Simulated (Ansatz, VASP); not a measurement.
**BP: VASP beside Ansatz**

The input INCAR:

```
PREC = Accurate
ENCUT = 520
EDIFF = 1E-6
ISMEAR = 0
SIGMA = 0.05
LREAL = F
LASPH = T
NELM = 60
ALGO = Normal
ISIF = 2
LWAVE = F
LCHARG = T
GGA = PE
LELF = T
LVHAR = T
NBANDS = 11
```

Contents of KPOINTS:

```
regular mesh
0
Gamma
  12 12 12
```

POSCAR

```
BP
1.0
    0.0000000000      2.5469946025      1.8007251840
    2.5469946025      0.0000000000      1.8007251840
    2.5469946025      2.5469946025      0.0000000000
B P
1 1
Direct
    0.0000000000      0.0000000000      0.0000000000
    0.7500000000      0.7500000000      0.7500000000
```

Input for Ansatz:

```yaml
crystal:
  lattice:
    - [0.0, 2.5469946025, 1.800725184]
    - [2.5469946025, 0.0, 1.800725184]
    - [2.5469946025, 2.5469946025, 0.0]
  atoms:
    - { symbol: B, position: [0.0, 0.0, 0.0] }
    - { symbol: P, position: [0.75, 0.75, 0.75] }
basis:
  ecutwfc: 420
kpoints:
  mp_grid: { grid: [12, 12, 12] }
hamiltonian:
  xc: pbe
scf:
  occupations: { method: gaussian, width: 0.05 }
output:
  forces: true
  stress: true
  eigenvalues: true
```

Alike in both runs: task single point; functional PBE; k mesh 12 × 12 × 12; occupations gaussian, width 0.05 eV; no spin polarisation.

|  | VASP | Ansatz |
| --- | --- | --- |
| version | VASP 6.6.1 | Ansatz 0.2.0 |
| potentials or method | VASP PAW PBE potentials, release 64 (B, P) | scalar-relativistic, plane waves, PAW |
| plane-wave cutoff (eV) | 520 | 420 |
| valence electrons in the cell | 8 | 8 |

Ansatz gave:

| Item | Value |
| --- | --- |
| gap on the k mesh at the Fermi level (eV) | none |
| pressure (GPa) | -3.8 |
| largest component of the traceless stress (GPa) | 28.23 |

Q: Estimate VASP's values.

A: gap on the k mesh at the Fermi level (eV): none; pressure (GPa): -3.9; largest component of the traceless stress (GPa): 28.26.

A gap of «none» marks a metal or a gap that the smearing closes. With one functional, cell and mesh, what is left measures potentials, basis and numerics.
